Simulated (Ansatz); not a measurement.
Input and output of a single-point calculation on BaO (started from an entry of an open crystallographic database) (Ansatz 0.2.0, PBE0). The geometry is the r2SCAN minimum.

Input file:
```yaml
crystal:
  lattice:
    - [0.0, 2.7719428467, 2.7719428467]
    - [2.7719428467, 0.0, 2.7719428467]
    - [2.7719428467, 2.7719428467, 0.0]
  atoms:
    - { symbol: Ba, position: [0.0, 0.0, 0.0] }
    - { symbol: O, position: [0.5, 0.5, 0.5] }
kpoints:
  mp_grid: { grid: [6, 6, 6] }
  band_path:
    path:
      - [0.0, 0.0, 0.0]
      - [0.5, 0.0, 0.5]
      - [0.625, 0.25, 0.625]
      - [0.375, 0.375, 0.75]
      - [0.5, 0.5, 0.5]
      - [0.5, 0.25, 0.75]
      - [0.0, 0.5, 0.5]
    npoints: 1
hamiltonian:
  xc: pbe0
scf:
  occupations: { method: fixed }
  n_extra_bands: 4
output:
  forces: true
  stress: true
  eigenvalues: true
```

Run as `ansatz run input.yaml --threads 2 --pin off --max-ram 2211MiB --backend cpu --events-out ev --progress --plain --runs-dir out`. Wall time 47 s on 2 threads of Arm Neoverse V2, on a shared host; peak host memory 1.3 GiB.

What the program printed (shortened):
```
Pseudopotential: Ba, paw, valence charge 10, recommended cutoff 420 eV (normal)
Pseudopotential: O, paw, valence charge 6, recommended cutoff 420 eV (normal)
Functional definition: PBE0
Crystal: 2 atoms, lattice volume = 42.597 Å³
Basis set: ecut = 420 eV, 869 PW (Γ)
Bands: 12, of which v1, the nominal top of the filled ones, is band 8 counted from 1 (7 counted from 0)
Symmetry: 48 space group operations
Space group: Fm-3m (ITA 225)
k-points: 16 of 216
hybrid outer 1: dexx = +9.082e-3 eV, tail = 2.38e-5 eV
hybrid outer 2: dexx = +4.670e-7 eV, tail = 2.65e-8 eV, Δε = 3.31e-3 eV
NSCF: frozen V_eff on 7 k-points
hybrid SCF converged: 2 outer / 9 inner (+3 warm-up)
Free energy (F): -6523.169494 eV
Fermi energy:    7.213232 eV
--- Stress (GPa, compression-positive) ---
       -0.522810       0.000000       0.000000
        0.000000      -0.522810       0.000000
        0.000000       0.000000      -0.522810
  P = ⅓ Tr σ = -0.5228 GPa (-5.228 kbar)
```

bands.tsv, columns around the gap (it counts bands from 0):
```tsv
# k_distance	band_3	band_4	band_5	band_6	band_7	band_8	band_9	band_10	band_11
# fermi_ev = 7.213232
# [0, 0, 0] at k_distance = 0.000000
# [0.5, 0, 0.5] at k_distance = 1.133354
# [0.625, 0.25, 0.625] at k_distance = 1.534055
# [0.375, 0.375, 0.75] at k_distance = 2.228090
# [0.5, 0.5, 0.5] at k_distance = 2.922125
# [0.5, 0.25, 0.75] at k_distance = 3.723527
# [0, 0.5, 0.5] at k_distance = 4.990655
# levels_relative_to = fermi_ev
0.000	-10.747	-10.747	-0.482	-0.482	-0.482	5.627	6.926	6.926	6.926
1.133	-11.384	-11.384	-0.233	-0.233	0.000	4.054	8.260	11.046	11.339
1.534	-11.270	-11.205	-1.002	-0.829	-0.158	5.497	8.684	9.336	10.743
2.228	-11.270	-11.205	-1.002	-0.829	-0.158	5.497	8.684	9.336	10.743
2.922	-10.863	-10.863	-2.090	-1.597	-1.597	7.154	9.571	9.571	9.773
3.724	-11.900	-10.839	-1.468	-0.225	-0.225	6.704	6.704	9.178	12.159
4.991	-11.384	-11.384	-0.233	-0.233	0.000	4.054	8.260	11.046	11.339
```
In order the rows are Γ, X, U, K, L, W, X.

PBE0 gives a direct gap of 4.05 eV at X. Edges are sought over the mesh and the listed points. The mean pressure is -0.5 GPa (compression positive), so PBE0 would shrink the cell's volume. The stress of a hybrid is loosely converged here.

Calculated for a static, non-magnetic cell.

Spin-orbit coupling is left out.

The meshes of the hybrids are coarse, so their gaps aren't converged to the digits shown.
